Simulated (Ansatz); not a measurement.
## One input, then a changed one: Yb (bcc type)

First run: DFT, PBE, PAW with Ansatz's default frozen-core files, scalar-relativistic (Ansatz 0.2.0).

Command: `ansatz run input.yaml --threads 2 --pin off --max-ram 6144MiB --backend cpu --events-out ev --progress --plain --runs-dir out` It took 7 s on 2 threads of AMD EPYC 7R43 64-Core Processor (Zen 3) (shared host), peak memory 0.41 GiB.

```yaml
crystal:
  lattice:
    - [-2.0728166903, 2.0728166903, 2.0728166903]
    - [2.0728166903, -2.0728166903, 2.0728166903]
    - [2.0728166903, 2.0728166903, -2.0728166903]
  atoms:
    - { symbol: Yb, position: [0.0, 0.0, 0.0] }
kpoints:
  mp_grid: { grid: [15, 15, 15] }
scf:
  occupations: { method: fermi_dirac, width: 0.08 }
hamiltonian:
  xc: pbe
  pseudopotentials: { kind: paw }
output:
  forces: true
  stress: true
relax:
  f_tol: 0.005
  max_steps: 40
  cell: {}
```

The start is a guessed cell of a prototype that needn't be stable.

This run: bulk cell relaxed.

It converges in 27 SCF iterations over all geometries at a pressure of 0.01 GPa, ending at 34.60 Å³/atom, cutoff 420 eV.

The input is then changed:

```diff
   xc: pbe
-  pseudopotentials: { kind: paw }
+  pseudopotentials: { kind: paw, source: jth }
 output:
   cell: {}
+basis:
+  ecutwfc: "600 eV"
```

Predict the outcome of the changed run.

It converges in 42 SCF iterations over all geometries at a pressure of -0.01 GPa, ending at 33.65 Å³/atom, cutoff 600 eV. More than one line changes, and not each need have an effect. Results part of its log:
```
Warning: basis.ecutwfc = 600 eV is below the records' recommended 720 eV, and the density's cutoff is lower with it unless basis.ecutrho_ratio is high enough to keep the records' density cutoff: compare with a run at a higher cutoff
Warning: <dir> the checks of this Yb dataset prove no rule for summing its radial tables, as where they were carried onto another mesh than they were made on, and Gregory's rule is taken, under which a leading mesh point left out moves its sums only by what lay on the interval it spanned. That does not make them correct, and they differ from Quantum ESPRESSO's on this file; a re-export a fraction 
basis re-selected at this cell: Δ(F+E_penalty+E_count) = +6.077e-4 eV, ΔP = -0.007 GPa vs the last step (what re-selecting the basis moved, of the pressure what is left beyond the Pulay correction that the steps carried, after the strain that the cell walked since its last selection, with what the two solves' SCF thresholds leave and, on support functions, any second-order correction that the steps lacked; it is no measure of the basis error at this ecutwfc). This SCF's stress stands 9.44e-3 GPa from its target on what of the cell is left free (relax.cell.stress_tol is 5.00e-2 GPa) and its largest allowed force component is 0.00e0 eV/Å (relax.f_tol is 5.00e-3 eV/Å): within both
SCF converged after 6 iterations
Free energy (F): -13756.618453 eV
Harris-Foulkes:  -13756.618453 eV  (|F-HF|=1.82e-12)
Internal energy: -13756.568769 eV  (E = F + TS)
E sigma→0 (E₀):  -13756.593611 eV
Entropy (-TS):   -0.049684 eV (-49.684 meV/atom)
Fermi energy:    13.775865 eV
--- Per-component energies (eV) ---
  E_band       = 70.757854
  E_kinetic    = 300.072451
  E_local      = -3542.516945  (includes V_loc(G=0)·N_el)
  E_nonlocal   = -2039.325234
  E_hartree    = 1784.243138
  E_xc         = -129.794297
  E_vxc        = -168.942799  (∫ρ·V_xc dr)
  E_paw        = -6418.984374  (= ΣΔE_a)
  E_vpaw       = 1952.983913  (= ΣTr[D̂ρ^β])
  E_aug_tail   = 0.000227  (compensation charges beyond the density's cutoff)
  E_ewald      = -3710.263736
  E_smearing   = -0.049684  (= −TS)
  E_closure    = 0.000000  (closes the sum)
  Σ components = -13756.618453   (vs F -13756.618453, Δ=0.00e0)
--- Forces (eV/Å), atoms counted from 1 ---
  atom   1  Yb     0.00000000    -0.00000000    -0.00000000
  max |Σ_I F_I| component: 4.08e-30 eV/Å
--- Stress (GPa, compression-positive) ---
       -0.009445       0.000000      -0.000000
       -0.000000      -0.009445       0.000000
       -0.000000      -0.000000      -0.009445
  P = ⅓ Tr σ = -0.0094 GPa (-0.094 kbar)
--- Relaxed structure (4 steps of the walk, 4 accepted, 1 SCFs on fresh bases) ---
  F+E_penalty+E_count = -13756.61845329 eV   max|allowed force component| = 0.000e0 eV/Å   (the final SCF, on the basis selected at the relaxed cell)
  cell:  # Å, volume = 33.6526 Å³
    - [-2.0338523704728804, 2.0338523704728804, 2.0338523704728804]
    - [2.0338523704728804, -2.0338523704728804, 2.0338523704728804]
    - [2.0338523704728804, 2.0338523704728804, -2.0338523704728804]
  atoms:
    - { symbol: Yb, position: [0.0, 0.0, 0.0] }
```
